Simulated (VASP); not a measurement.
# TiTe2: interstitial Li from one void to a neighbouring one, part 2 of 4

Wanted: the minimum-energy path in TiTe2 for this move: interstitial Li from one void to a neighbouring one. The start is a cell from a database of measured crystal structures.

VASP 6.6.1, plane waves and PAW; the level of theory is named at each step.

So far. Step 2 (Relax the host): The run ended after 8 ionic steps, 0.005 eV below its first step, once forces and stress met EDIFFG = -0.02.

## Step 3: Relax the start

This step: PBE, no spin polarisation; plane waves and PAW (Te, Ti, Li) (VASP 6.6.1).

System of this step: LiTi8Te16. The cell holds 25 atoms: 16 Te, 8 Ti and 1 Li. Its edges and angles: a = 7.588 Å, b = 7.588 Å, c = 13.227 Å, α = 90.0°, β = 90.0°, γ = 120.0°. It derives from TiTe2. Nearest the centre at fractional (0.000, 0.250, 0.250): Li25 at 1.88 Å, Te13 at 1.96 Å, Te1 at 1.96 Å, Te9 at 3.28 Å, Te11 at 3.31 Å, Te5 at 3.32 Å, Te7 at 3.32 Å, Ti19 at 3.78 Å.

A path needs two true minima; the start is relaxed with symmetry off.

File INCAR:

```
SYSTEM = LiTi8Te16
PREC = Normal
ENCUT = 280
EDIFF = 1E-05
NELM = 120
ISMEAR = 1
SIGMA = 0.15
LREAL = Auto
ALGO = Fast
GGA = PE
NBANDS = 84
LASPH = .TRUE.
LORBIT = 11
LWAVE = .FALSE.
LCHARG = .FALSE.
KPAR = 3
IBRION = 2
NSW = 60
ISIF = 2
EDIFFG = -0.05
POTIM = 0.4
MAXMIX = 40
ISYM = 0
```

File POSCAR:

```
LiTi8Te16
1.0
    7.5877981536      0.0000000000      0.0000000000
   -3.7938990768      6.5712259598      0.0000000000
    0.0000000000      0.0000000000     13.2271116712
Te Ti Li
16 8 1
Direct
    0.1688278882      0.3358339875      0.3722765340
    0.1646095487      0.3360888493      0.8724518368
    0.1661356970      0.8351020082      0.3723281482
    0.1674851969      0.8334198385      0.8726035531
    0.6644775989      0.3328375052      0.3710479115
    0.6683055604      0.3334542305      0.8713346900
    0.6642143123      0.8325505503      0.3717892094
    0.6679095178      0.8372719099      0.8732991114
    0.3233125481      0.1609173186      0.1279588386
    0.3325456382      0.1673169045      0.6285517028
    0.3372232978      0.6632821513      0.1276521459
    0.3397018363      0.6686349539      0.6292256844
    0.8294704920      0.1616506310      0.1284763164
    0.8317529066      0.1629311321      0.6271900320
    0.8317057300      0.6637912470      0.1280745133
    0.8336391631      0.6667749760      0.6274575659
    0.0029211730      0.0027123309      0.0004851374
   -0.0010432818      0.0022268365      0.4992417997
    0.0006862699      0.4967379377      0.0013827164
   -0.0019532121      0.4961993427      0.4995253696
    0.5005577334      0.0008302601     -0.0014851135
    0.4973848992      0.0006074499      0.4992942532
    0.5017765744      0.5023116524     -0.0024930422
    0.5025341696      0.5037273013      0.4995501258
   -0.0009923996      0.0022895083      0.2503832228
```

File KPOINTS:

```
Automatic mesh
0
Gamma
3 3 2
0 0 0
```

Potentials, in the order of the species: Te, Ti and Li (PBE family, release 64).

Started as:

```sh
mpirun -np 3 vasp_std
```

What it wrote:

```text
[banner, memory and clock lines left out]
running    3 mpi-ranks, on    1 nodes
 distrk:  each k-point on    1 cores,    3 groups
 distr:  one band on    1 cores,    1 groups

 POSCAR found type information on POSCAR TeTiLi
 POSCAR found :  3 types and      25 ions
 LDA part: xc-table for (Slater+PW92), standard interpolation
 POSCAR, INCAR and KPOINTS ok, starting setup
 FFT: planning ... GRIDC
 FFT: planning ... GRID_SOFT
 FFT: planning ... GRID
 WAVECAR not read
 entering main loop
       N       E                     dE             d eps       ncg     rms          rms(c)
DAV:   1     0.641665575313E+03    0.64167E+03   -0.30075E+04  1688   0.773E+02
DAV:   2    -0.210841385207E+02   -0.66275E+03   -0.63465E+03  1700   0.211E+02
DAV:   3    -0.144293735721E+03   -0.12321E+03   -0.11831E+03  2340   0.829E+01
DAV:   4    -0.150385139400E+03   -0.60914E+01   -0.59998E+01  2104   0.204E+01
DAV:   5    -0.150563017583E+03   -0.17788E+00   -0.17765E+00  2176   0.432E+00    0.374E+01
RMM:   6    -0.145824043416E+03    0.47390E+01   -0.27054E+02  1863   0.425E+01    0.227E+01
RMM:   7    -0.132295500991E+03    0.13529E+02   -0.91652E+01  1704   0.319E+01    0.193E+01
RMM:   8    -0.134376270694E+03   -0.20808E+01   -0.38342E+01  1723   0.130E+01    0.987E+00
RMM:   9    -0.132447648785E+03    0.19286E+01   -0.64035E+00  1695   0.755E+00    0.530E+00
RMM:  10    -0.132000831929E+03    0.44682E+00   -0.22900E+00  1734   0.390E+00    0.332E+00
RMM:  11    -0.131901128404E+03    0.99704E-01   -0.11583E+00  1830   0.223E+00    0.191E+00
RMM:  12    -0.131902560289E+03   -0.14319E-02   -0.57074E-01  1890   0.171E+00    0.882E-01
RMM:  13    -0.131894868187E+03    0.76921E-02   -0.11521E-01  1729   0.992E-01    0.844E-01
RMM:  14    -0.131895788765E+03   -0.92058E-03   -0.95416E-02  1756   0.681E-01    0.586E-01
RMM:  15    -0.131887189361E+03    0.85994E-02   -0.16367E-02  1706   0.434E-01    0.273E-01
RMM:  16    -0.131886865132E+03    0.32423E-03   -0.10741E-02  1821   0.189E-01    0.173E-01
RMM:  17    -0.131886871548E+03   -0.64169E-05   -0.18454E-03  1772   0.125E-01    0.114E-01
RMM:  18    -0.131887065011E+03   -0.19346E-03   -0.66276E-04  1933   0.525E-02    0.110E-01
RMM:  19    -0.131886880620E+03    0.18439E-03   -0.10539E-03  1868   0.798E-02    0.373E-02
RMM:  20    -0.131886899893E+03   -0.19273E-04   -0.27079E-04  1744   0.327E-02    0.366E-02
RMM:  21    -0.131886901455E+03   -0.15619E-05   -0.36401E-05  1328   0.171E-02
   1 F= -.13188690E+03 E0= -.13187843E+03  d E =-.131887E+03
 curvature:   0.00 expect dE= 0.000E+00 dE for cont linesearch  0.000E+00
 trial: gam= 0.00000 g(F)=  0.889E-01 g(S)=  0.000E+00 ort = 0.000E+00 (trialstep = 0.100E+01)
 search vector abs. value=  0.889E-01
 bond charge predicted
       N       E                     dE             d eps       ncg     rms          rms(c)
DAV:   1    -0.131951355754E+03   -0.64456E-01   -0.19374E+00  1920   0.333E+00    0.706E-01
RMM:   2    -0.131959004832E+03   -0.76491E-02   -0.97879E-02  1682   0.943E-01    0.447E-01
RMM:   3    -0.131959156130E+03   -0.15130E-03   -0.19748E-02  1722   0.497E-01    0.238E-01
RMM:   4    -0.131959573372E+03   -0.41724E-03   -0.85125E-03  1830   0.263E-01    0.252E-01
RMM:   5    -0.131959609307E+03   -0.35935E-04   -0.31197E-03  1776   0.165E-01    0.197E-01
RMM:   6    -0.131958893857E+03    0.71545E-03   -0.38026E-03  1782   0.180E-01    0.708E-02
RMM:   7    -0.131958888570E+03    0.52875E-05   -0.54353E-04  1793   0.649E-02    0.404E-02
RMM:   8    -0.131958882459E+03    0.61109E-05   -0.12018E-04  1647   0.300E-02    0.280E-02
RMM:   9    -0.131958880194E+03    0.22650E-05   -0.36987E-05  1302   0.156E-02
   2 F= -.13195888E+03 E0= -.13195025E+03  d E =-.719787E-01
[... from here on, the cycles between the ionic steps are left out ...]
   3 F= -.13200891E+03 E0= -.13200042E+03  d E =-.122007E+00
   4 F= -.13202146E+03 E0= -.13201299E+03  d E =-.125477E-01
   5 F= -.13203069E+03 E0= -.13202229E+03  d E =-.217780E-01
   6 F= -.13203894E+03 E0= -.13203053E+03  d E =-.825283E-02
   7 F= -.13204187E+03 E0= -.13203346E+03  d E =-.111821E-01
   8 F= -.13204196E+03 E0= -.13203354E+03  d E =-.112733E-01
   9 F= -.13204581E+03 E0= -.13203742E+03  d E =-.384914E-02
  10 F= -.13204703E+03 E0= -.13203860E+03  d E =-.506954E-02
  11 F= -.13204667E+03 E0= -.13203825E+03  d E =-.471412E-02
  12 F= -.13204736E+03 E0= -.13203894E+03  d E =-.539782E-02
  13 F= -.13205093E+03 E0= -.13204261E+03  d E =-.356950E-02
  14 F= -.13205205E+03 E0= -.13204394E+03  d E =-.469351E-02
  15 F= -.13205241E+03 E0= -.13204422E+03  d E =-.505679E-02
 curvature:  -5.93 expect dE=-0.715E-02 dE for cont linesearch -0.380E-04
 trial: gam= 0.65779 g(F)=  0.121E-02 g(S)=  0.000E+00 ort = 0.155E-03 (trialstep = 0.332E+01)
 search vector abs. value=  0.303E-02
 bond charge predicted
       N       E                     dE             d eps       ncg     rms          rms(c)
DAV:   1    -0.132051929515E+03    0.48200E-03   -0.68131E-01  1680   0.196E+00    0.438E-01
RMM:   2    -0.132054385978E+03   -0.24565E-02   -0.31683E-02  1707   0.471E-01    0.180E-01
RMM:   3    -0.132054611499E+03   -0.22552E-03   -0.39838E-03  1767   0.188E-01    0.154E-01
RMM:   4    -0.132054563098E+03    0.48401E-04   -0.89892E-04  1795   0.892E-02    0.112E-01
RMM:   5    -0.132054566956E+03   -0.38579E-05   -0.37087E-04  1841   0.509E-02    0.835E-02
RMM:   6    -0.132054560187E+03    0.67688E-05   -0.14282E-04  1768   0.319E-02    0.689E-02
RMM:   7    -0.132054548097E+03    0.12090E-04   -0.31606E-05  1247   0.203E-02    0.643E-02
RMM:   8    -0.132054538925E+03    0.91723E-05   -0.31176E-05  1181   0.138E-02
  16 F= -.13205454E+03 E0= -.13204634E+03  d E =-.212466E-02
 trial-energy change:   -0.002125  1 .order   -0.002322   -0.004347   -0.000298
 step:   3.6834(harm=  3.5662)  dis= 0.01044  next Energy=  -132.054555 (dE=-0.214E-02)
 reached required accuracy - stopping structural energy minimisation
```

The job ended after 4 min (3 MPI ranks of AMD EPYC 9R45, shared host; peak memory 0.99 GiB; 12 min of CPU time).

From OUTCAR (step 3):

```text
 Found     10 irreducible k-points:

   k-points           NKPTS =     10   k-points in BZ     NKDIM =     10   number of bands    NBANDS=     84

   dimension x,y,z NGX =    32 NGY =   32 NGZ =   54
   dimension x,y,z NGXF=    64 NGYF=   64 NGZF=  108

   ENCUT  =  280.0 eV  20.58 Ry    4.54 a.u.  10.35 10.35 18.05*2*pi/ulx,y,z

   NELECT =     129.0000    total number of electrons

 E-fermi :   5.5255

 k-point     1 :       0.0000    0.0000    0.0000
  band No.  band energies     occupation
    ...
     61       5.2359      2.01988
     62       5.2362      2.01999
     63       5.5036      1.24453
     64       5.5134      1.13610
     65       5.5137      1.13271
     66       5.8289     -0.01484
     67       5.8394     -0.01171
     68       5.8560     -0.00787
     69       5.8562     -0.00782
     70       5.8670     -0.00593
    ...

 k-point     2 :       0.3333    0.0000    0.0000
  band No.  band energies     occupation
    ...
     61       4.7890      2.00000
     62       5.1358      2.00147
     63       5.1976      2.00837
     64       5.5046      1.23317
     65       5.5262      0.99202
     66       5.5910      0.33381
     67       5.7556     -0.05223
     68       5.9237     -0.00113
     69       5.9445     -0.00057
     70       5.9537     -0.00041
    ...

  Total        1.3168355      1.2959898      4.3441168      0.0138259      0.0007273      0.0049928
  in kB        3.1990049      3.1483644     10.5532173      0.0335874      0.0017668      0.0121291
  external PRESSURE =       5.6335289 kB  Pullay stress =       0.0000000 kB

  energy-cutoff  :      280.00
  volume of cell :      659.52
      direct lattice vectors                 reciprocal lattice vectors
     7.587798154  0.000000000  0.000000000     0.131790538  0.076089303  0.000000000
    -3.793899077  6.571225960  0.000000000     0.000000000  0.152178605  0.000000000
     0.000000000  0.000000000 13.227111671     0.000000000  0.000000000  0.075602295

 POSITION                                       TOTAL-FORCE (eV/Angst)
 -----------------------------------------------------------------------------------
     -0.00640      2.23400      4.97267         0.009385     -0.019570     -0.000921
      0.00181      2.17931     11.47393        -0.014041     -0.006581      0.016650
     -1.86101      5.45863      4.97334        -0.020861     -0.002151     -0.002414
     -1.90399      5.48204     11.47173        -0.004317     -0.018405      0.026889
      3.78819      2.19366      4.93321        -0.002675      0.006172      0.015146
      3.78898      2.18529     11.50157         0.013832      0.007795      0.006197
      1.85870      5.45715      4.97148         0.003761      0.009804      0.004610
      1.90515      5.47727     11.47661         0.004713     -0.002069      0.001898
      1.93401      1.11222      1.63944        -0.012547      0.001282      0.000291
      1.88621      1.09208      8.36422        -0.008393      0.001337     -0.012479
     -0.00203      4.37904      1.67905        -0.000190     -0.012935     -0.014708
     -0.00783      4.38685      8.33672         0.017053     -0.004384     -0.000342
      5.65363      1.11532      1.63721         0.021985     -0.009807      0.005268
      5.69737      1.09468      8.36049         0.002949     -0.012352      0.018829
      3.79513      4.33450      1.63874         0.001439      0.026241      0.014858
      3.78859      4.38836      8.36273        -0.008470      0.020525      0.009934
      3.79322      6.56871     13.18898         0.002913      0.001308     -0.031060
      3.79071      6.57079      6.65173         0.001982      0.007751      0.005765
     -1.86846      3.30357     13.16447        -0.000727     -0.007460     -0.020682
      5.65497      3.27289      6.67180         0.011682     -0.001648     -0.010020
      0.00316      6.52987     13.17075        -0.010436      0.015617     -0.031833
      3.79328      0.04026      6.66965        -0.006300     -0.012189      0.009553
      1.86402      3.29930     13.17303         0.009505      0.001391     -0.036437
      1.92084      3.26732      6.66967        -0.004736      0.011150      0.014282
     -3.79125      6.57078      3.30141        -0.007506     -0.000825      0.010725
 -----------------------------------------------------------------------------------
    total drift:                               -0.015124      0.014684     -0.022292

  FREE ENERGIE OF THE ION-ELECTRON SYSTEM (eV)
  ---------------------------------------------------
  free  energy   TOTEN  =      -132.0545389250 eV

  energy  without entropy=     -132.0299506631  energy(sigma->0) =     -132.04634284

 total charge
# of ion       s       p       d       tot
------------------------------------------
    1        1.375   2.025   0.036   3.435
    2        1.384   1.992   0.037   3.413
    3        1.375   2.026   0.036   3.436
    4        1.384   1.991   0.037   3.412
    5        1.383   1.994   0.036   3.413
    6        1.383   1.988   0.036   3.407
    7        1.375   2.025   0.036   3.436
    8        1.384   1.992   0.037   3.413
    9        1.375   2.026   0.036   3.437
   10        1.384   1.992   0.037   3.413
   11        1.383   1.994   0.036   3.413
   12        1.383   1.989   0.036   3.408
   13        1.375   2.026   0.036   3.436
   14        1.384   1.994   0.037   3.415
   15        1.375   2.026   0.036   3.436
   16        1.384   1.993   0.037   3.414
   17        0.382   0.567   2.371   3.321
   18        0.382   0.568   2.372   3.322
   19        0.387   0.579   2.384   3.349
   20        0.388   0.581   2.385   3.354
   21        0.388   0.580   2.386   3.354
   22        0.388   0.580   2.385   3.353
   23        0.388   0.580   2.385   3.353
   24        0.387   0.579   2.385   3.351
   25        0.088   0.171   0.000   0.259
--------------------------------------------------
tot         25.259  36.860  19.633  81.751

[... 1 part as in an earlier step ...]

[... 7 further parts left out ...]
```

This run has no spin polarisation, so a moment on Ti, if there is one, isn't seen. Its electron count is odd, so without a moment it is a metal by construction.

Step by step:

| step | energy less that of the first step (eV) | largest force (eV/Å) |
| --- | --- | --- |
| 1 | 0.0000 | 0.8945 |
| 2 | -0.0720 | 0.5291 |
| 3 | -0.1220 | 0.2357 |
| 4 | -0.1346 | 0.1567 |
| 5 | -0.1438 | 0.1500 |
| 6 | -0.1520 | 0.0709 |
| 7 | -0.1550 | 0.0735 |
| 8 | -0.1551 | 0.0922 |
| 9 | -0.1589 | 0.0787 |
| 10 | -0.1601 | 0.0701 |
| 11 | -0.1598 | 0.1267 |
| 12 | -0.1605 | 0.0829 |
| 13 | -0.1640 | 0.0561 |
| 14 | -0.1652 | 0.0725 |
| 15 | -0.1655 | 0.0543 |
| 16 | -0.1676 | 0.0377 |

The atoms that moved most (Å):

| atom | dx | dy | dz | length |
| --- | --- | --- | --- | --- |
| Te9 | 0.091 | 0.055 | -0.053 | 0.119 |
| Ti19 | 0.011 | 0.039 | -0.081 | 0.091 |
| Te13 | -0.027 | 0.053 | -0.062 | 0.086 |
| Te8 | 0.014 | -0.025 | -0.075 | 0.080 |
| Ti22 | 0.022 | 0.036 | 0.065 | 0.078 |
| Ti24 | 0.019 | -0.043 | 0.062 | 0.078 |
| Te2 | 0.028 | -0.029 | -0.066 | 0.077 |
| Ti20 | -0.035 | 0.012 | 0.065 | 0.075 |

The relaxed structure:

```cif
data_structure
_symmetry_space_group_name_H-M 'P 1'
_symmetry_Int_Tables_number 1
_cell_length_a 7.5878
_cell_length_b 7.5878
_cell_length_c 13.2271
_cell_angle_alpha 90.000
_cell_angle_beta 90.000
_cell_angle_gamma 120.000
_cell_volume 659.52
loop_
_atom_site_label
_atom_site_type_symbol
_atom_site_fract_x
_atom_site_fract_y
_atom_site_fract_z
_atom_site_occupancy
Te1 Te 0.16914 0.33997 0.37594 1
Te2 Te 0.16606 0.33164 0.86746 1
Te3 Te 0.17008 0.83069 0.37600 1
Te4 Te 0.16620 0.83425 0.86729 1
Te5 Te 0.66616 0.33383 0.37296 1
Te6 Te 0.66563 0.33255 0.86955 1
Te7 Te 0.66019 0.83046 0.37585 1
Te8 Te 0.66784 0.83352 0.86766 1
Te9 Te 0.33951 0.16926 0.12395 1
Te10 Te 0.33168 0.16619 0.63235 1
Te11 Te 0.33293 0.66640 0.12694 1
Te12 Te 0.33276 0.66758 0.63028 1
Te13 Te 0.82996 0.16973 0.12378 1
Te14 Te 0.83415 0.16659 0.63207 1
Te15 Te 0.82997 0.65962 0.12389 1
Te16 Te 0.83321 0.66781 0.63224 1
Ti17 Ti 0.99972 0.99962 0.99712 1
Ti18 Ti 0.99955 0.99993 0.50289 1
Ti19 Ti 0.00512 0.50273 0.99526 1
Ti20 Ti 0.99430 0.49806 0.50440 1
Ti21 Ti 0.49727 0.99371 0.99574 1
Ti22 Ti 0.50298 0.00613 0.50424 1
Ti23 Ti 0.49670 0.50208 0.99591 1
Ti24 Ti 0.50176 0.49722 0.50424 1
Li25 Li 0.00031 0.99993 0.24959 1
```

Numbers from this step:

| Property | Result |
| --- | --- |
| electronic cycles | 120 |
| electrons | 129 |
| free energy (TOTEN) | -132.0545 eV |
| energy at zero smearing | -132.0463 eV |
| Fermi energy | 5.526 eV |

The run ended after 16 ionic steps, 0.168 eV below its first step, once the forces on the free atoms met EDIFFG = -0.05.

(Continued in part 3 of 4.)

[Lines on the potential files, build, host, timing and source positions are cut from VASP's logs without a mark.]

[Logs are printed without paths, hosts, clocks, repeated set-up lines and the standing remarks that a program may print on its own settings, such as how far it seeks lower states.]

[Hosts, paths, dates, database ids (printed as entryN), source tags and the programs' standing remarks are cut or masked in the printed files.]

[Runs that stopped without an error message from VASP are left out.]
